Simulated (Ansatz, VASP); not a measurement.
# BaAs2Ru2 in two plane-wave programs

Wanted: the spread between two codes on one cell, functional and k mesh.

Method: plane waves, with VASP 6.6.1 beside it; relaxation of cell and atoms at r2SCAN, in Ansatz 0.2.0.

**1. Starting point**

It takes space group I4/mmm (No. 139, tetragonal). Conventional cell: a = 4.171 Å, b = 4.171 Å, c = 12.425 Å, α = 90.00°, β = 90.00°, γ = 90.00°. Ba has 8 As at 3.50 Å and 8 Ru at 3.74 Å nearest. Nearest to As lie 4 Ru at 2.42 Å and 4 Ba at 3.50 Å. Nearest to Ru lie 4 As at 2.42 Å and 4 Ru at 2.95 Å and 4 Ba at 3.74 Å. Farther neighbours are not listed.

Structure file:

```cif
data_structure
_symmetry_space_group_name_H-M 'P 1'
_symmetry_Int_Tables_number 1
_cell_length_a 6.8771
_cell_length_b 6.8771
_cell_length_c 6.8771
_cell_angle_alpha 144.692
_cell_angle_beta 144.692
_cell_angle_gamma 50.794
_cell_volume 108.09
loop_
_atom_site_label
_atom_site_type_symbol
_atom_site_fract_x
_atom_site_fract_y
_atom_site_fract_z
_atom_site_occupancy
Ba1 Ba 0.00000 0.00000 0.00000 1
As2 As 0.65137 0.65137 0.00000 1
As3 As 0.34863 0.34863 0.00000 1
Ru4 Ru 0.75000 0.25000 0.50000 1
Ru5 Ru 0.25000 0.75000 0.50000 1
```

**2. VASP: relaxation of cell and atoms, r2SCAN**

The relaxed volume is the usual yardstick between codes: its relative difference is about their pressure difference at one cell divided by the bulk modulus.

Lines of VASP's logs that name or quote its potential files are left out, and so is its time.

INCAR

```
SYSTEM = BaAs2Ru2
PREC = Accurate
ENCUT = 520
EDIFF = 1E-06
NELM = 100
ISMEAR = -1
SIGMA = 0.05
LREAL = .FALSE.
ALGO = Normal
METAGGA = R2SCAN
LASPH = .TRUE.
NBANDS = 30
LORBIT = 11
LWAVE = .FALSE.
LCHARG = .FALSE.
KPAR = 4
IBRION = 2
NSW = 60
ISIF = 3
EDIFFG = -0.01
```

POSCAR

```
BaAs2Ru2
1.0
   -2.0856048413      2.0856048413      6.2124597899
    2.0856048413     -2.0856048413      6.2124597899
    2.0856048413      2.0856048413     -6.2124597899
Ba As Ru
1 2 2
Direct
    0.0000000000      0.0000000000      0.0000000000
    0.6513672600      0.6513672600      0.0000000000
    0.3486327400      0.3486327400      0.0000000000
    0.7500000000      0.2500000000      0.5000000000
    0.2500000000      0.7500000000      0.5000000000
```

KPOINTS

```
Automatic mesh
0
Gamma
7 7 7
0 0 0
```

The projector-augmented-wave data sets are Ba_sv, As and Ru_pv (PBE family, release 64).

On the command line:

```
mpirun -np 4 vasp_std
```

Numbers of over 12 decimals in the logs are rounded to 6 here.

The program printed:

```text
[banner, memory and clock lines left out]
running    4 mpi-ranks, on    1 nodes
 distrk:  each k-point on    1 cores,    4 groups
 distr:  one band on    1 cores,    1 groups

 POSCAR found type information on POSCAR BaAsRu
 POSCAR found :  3 types and       5 ions
|                                                                             |
|               ----> ADVICE to this user running VASP <----                  |
|                                                                             |
|     You enforced a specific xc type in the INCAR file but a different       |
|     [... a line on the potential file left out ...]
|     I HOPE YOU KNOW WHAT YOU ARE DOING!                                     |
|                                                                             |

 LDA part: xc-table for (None), standard interpolation
 POSCAR, INCAR and KPOINTS ok, starting setup
 FFT: planning ... GRIDC
 FFT: planning ... GRID_SOFT
 FFT: planning ... GRID
 WAVECAR not read
 entering main loop
       N       E                     dE             d eps       ncg     rms          rms(c)
DAV:   1     0.345877054125E+03    0.34588E+03   -0.26679E+04  2536   0.157E+03
DAV:   2    -0.102418750043E+03   -0.44830E+03   -0.43102E+03  2776   0.406E+02
DAV:   3    -0.124117148212E+03   -0.21698E+02   -0.21028E+02  3236   0.821E+01
DAV:   4    -0.124627189016E+03   -0.51004E+00   -0.50829E+00  3210   0.106E+01
DAV:   5    -0.124638590884E+03   -0.11402E-01   -0.11399E-01  3264   0.140E+00    0.212E+01
DAV:   6    -0.111264470179E+03    0.13374E+02   -0.15891E+01  2712   0.307E+01    0.550E+00
DAV:   7    -0.110736553541E+03    0.52792E+00   -0.28766E+00  2730   0.126E+01    0.427E+00
DAV:   8    -0.110711426237E+03    0.25127E-01   -0.22237E-01  2918   0.300E+00    0.166E+00
DAV:   9    -0.110709739905E+03    0.16863E-02   -0.10686E-01  2820   0.207E+00    0.369E-01
DAV:  10    -0.110709352232E+03    0.38767E-03   -0.63104E-03  2766   0.498E-01    0.148E-01
DAV:  11    -0.110709528403E+03   -0.17617E-03   -0.22088E-03  2866   0.221E-01    0.589E-02
DAV:  12    -0.110709527720E+03    0.68303E-06   -0.11081E-04  2864   0.469E-02    0.380E-02
DAV:  13    -0.110709541201E+03   -0.13481E-04   -0.88399E-05  2820   0.511E-02    0.174E-02
DAV:  14    -0.110709538141E+03    0.30600E-05   -0.18751E-05  2766   0.296E-02    0.427E-03
DAV:  15    -0.110709537898E+03    0.24303E-06   -0.12991E-06  1924   0.571E-03
   1 F= -.11070954E+03 E0= -.11070325E+03  d E =-.110710E+03
[...]
2 F= -.11070962E+03 E0= -.11070331E+03  d E =-.830493E-04
[...]
3 F= -.11070963E+03 E0= -.11070331E+03  d E =-.961964E-04
[...]
4 F= -.11070968E+03 E0= -.11070333E+03  d E =-.480968E-04
 trial-energy change:   -0.000048  1 .order   -0.000045   -0.000055   -0.000034
 step:   0.9196(harm=  0.9196)  dis= 0.00061  next Energy=  -110.709707 (dE=-0.727E-04)
 bond charge predicted
       N       E                     dE             d eps       ncg     rms          rms(c)
DAV:   1    -0.110711118794E+03   -0.14363E-02   -0.29690E-02  2604   0.127E+00    0.263E-01
DAV:   2    -0.110710126290E+03    0.99250E-03   -0.92017E-03  2670   0.715E-01    0.146E-01
DAV:   3    -0.110709718264E+03    0.40803E-03   -0.11400E-03  2634   0.247E-01    0.405E-02
DAV:   4    -0.110709705620E+03    0.12643E-04   -0.21922E-04  2772   0.709E-02    0.153E-02
DAV:   5    -0.110709702853E+03    0.27674E-05   -0.19299E-05  3086   0.271E-02    0.973E-03
DAV:   6    -0.110709701691E+03    0.11622E-05   -0.26545E-06  2444   0.758E-03    0.394E-03
DAV:   7    -0.110709701146E+03    0.54486E-06   -0.30097E-07  1308   0.319E-03
   5 F= -.11070970E+03 E0= -.11070330E+03  d E =-.670512E-04
 curvature:  -1.12 expect dE=-0.821E-05 dE for cont linesearch -0.286E-05
 trial: gam= 0.00000 g(F)=  0.106E-06 g(S)=  0.722E-05 ort =-0.313E-04 (trialstep = 0.463E+00)
 search vector abs. value=  0.732E-05
 reached required accuracy - stopping structural energy minimisation
```

OUTCAR, selected parts (step 2):

```text
ion  position               nearest neighbor table
   1  0.000  0.000  0.000-   3 3.50   2 3.50   2 3.50   2 3.50   3 3.50   3 3.50   2 3.50   3 3.50
                             5 3.74   4 3.74   5 3.74   4 3.74   4 3.74   4 3.74   5 3.74   5 3.74
   2  0.651  0.651  0.000-   4 2.42   5 2.42   5 2.42   4 2.42   1 3.50   1 3.50   1 3.50   1 3.50

  LATTYP: Found a body centered tetragonal cell.
 ALAT       =     4.1712096826
 C/A-ratio  =     2.9787329157

 Subroutine GETGRP returns: Found 16 space group operations
 (whereof 16 operations were pure point group operations)

The static configuration has the point symmetry D_4h.

 Found     40 irreducible k-points:

   k-points           NKPTS =     40   k-points in BZ     NKDIM =     40   number of bands    NBANDS=     30

   dimension x,y,z NGX =    54 NGY =   54 NGZ =   54
   dimension x,y,z NGXF=   108 NGYF=  108 NGZF=  108

   ENCUT  =  520.0 eV  38.22 Ry    6.18 a.u.  12.79 12.79 12.79*2*pi/ulx,y,z

   NELECT =      48.0000    total number of electrons

 k-points in reciprocal lattice and weights: Automatic mesh
   0.00000000  0.00000000  0.00000000       0.003
   0.14285714 -0.00000000  0.00000000       0.023
   0.28571429 -0.00000000  0.00000000       0.023
   0.42857143 -0.00000000  0.00000000       0.023
   0.14285714  0.14285714  0.00000000       0.023
   0.28571429  0.14285714  0.00000000       0.047
   0.42857143  0.14285714  0.00000000       0.047
  -0.42857143  0.14285714  0.00000000       0.047
  -0.28571429  0.14285714 -0.00000000       0.047
[...]
-0.42857143  0.42857143  0.42857143       0.012
  -0.42857143 -0.42857143  0.42857143       0.006

 average (electrostatic) potential at core
       1 -39.1456       2 -52.7317       3 -52.7317       4 -77.8670       5 -77.8670

 E-fermi :   6.4272

 k-point     1 :       0.0000    0.0000    0.0000
  band No.  band energies     occupation
    ...
     20       5.2941      2.00000
     21       5.4603      2.00000
     22       6.1880      1.98339
     23       6.4150      1.12079
     24       6.4150      1.12079
     25       7.0295      0.00001
     26       7.7571      0.00000
     27       9.2081      0.00000
     28       9.8135      0.00000
     29       9.8135      0.00000
    ...

 k-point     2 :       0.1429   -0.0000    0.0000
  band No.  band energies     occupation
    ...
     20       5.1776      2.00000
     21       5.5296      2.00000
     22       5.9372      1.99989
     23       6.1524      1.99183
     24       6.1880      1.98342
     25       7.1188      0.00000
     26       7.8308      0.00000
     27       9.0872      0.00000
     28       9.2630      0.00000
     29      10.0249      0.00000
    ...

 k-point     3 :       0.2857   -0.0000    0.0000
  band No.  band energies     occupation
    ...
     20       4.9152      2.00000
     21       5.2916      2.00000
     22       5.4895      2.00000
     23       5.5749      2.00000
     24       5.7890      1.99999
     25       7.0897      0.00000
     26       8.0325      0.00000
     27       8.7280      0.00000
     28       9.4271      0.00000
     29       9.8895      0.00000
    ...

  Total       -0.0147863     -0.0147863     -0.0176233      0.0000000      0.0000000      0.0000000
  in kB       -0.2188622     -0.2188622     -0.2608534      0.0000000      0.0000000      0.0000000
  external PRESSURE =      -0.2328593 kB  Pullay stress =       0.0000000 kB

  energy-cutoff  :      520.00
  volume of cell :      108.24
      direct lattice vectors                 reciprocal lattice vectors
    -2.084084607  2.084084607  6.230312140     0.000000000  0.239913485  0.080252801
     2.084084607 -2.084084607  6.230312140     0.239913485  0.000000000  0.080252801
     2.084084607  2.084084607 -6.230312140     0.239913485  0.239913485  0.000000000

 POSITION                                       TOTAL-FORCE (eV/Angst)
 -----------------------------------------------------------------------------------
      0.00000      0.00000      0.00000        -0.000000     -0.000000      0.000000
      0.00000      0.00000      8.11822         0.000000      0.000000      0.001050
      0.00000      0.00000      4.34240        -0.000000     -0.000000     -0.001050
     -0.00000      2.08408      3.11516        -0.000000     -0.000000     -0.000000
      2.08408     -0.00000      3.11516        -0.000000     -0.000000     -0.000000
 -----------------------------------------------------------------------------------
    total drift:                               -0.000000      0.000000      0.000000

  FREE ENERGIE OF THE ION-ELECTRON SYSTEM (eV)
  ---------------------------------------------------
  free  energy   TOTEN  =      -110.7097011460 eV

  energy  without entropy=     -110.6969071409  energy(sigma->0) =     -110.70330414

 reached required accuracy - stopping structural energy minimisation

 total charge
# of ion       s       p       d       tot
------------------------------------------
    1        2.014   5.613   0.298   7.925
    2        1.205   1.589   0.104   2.898
    3        1.205   1.589   0.104   2.898
    4        0.316   6.238   6.197  12.751
    5        0.316   6.238   6.197  12.751
--------------------------------------------------
tot          5.054  21.266  12.901  39.221

[... 3 further parts left out ...]
```

[end of part 1 of 2]

[Lines on the potential files, build, host, timing and source positions are cut from VASP's logs without a mark.]

[Logs are printed without paths, hosts, clocks, repeated set-up lines and the standing remarks that a program may print on its own settings, such as how far it seeks lower states.]

[Hosts, paths, dates, database ids (printed as entryN), source tags and the programs' standing remarks are cut or masked in the printed files.]
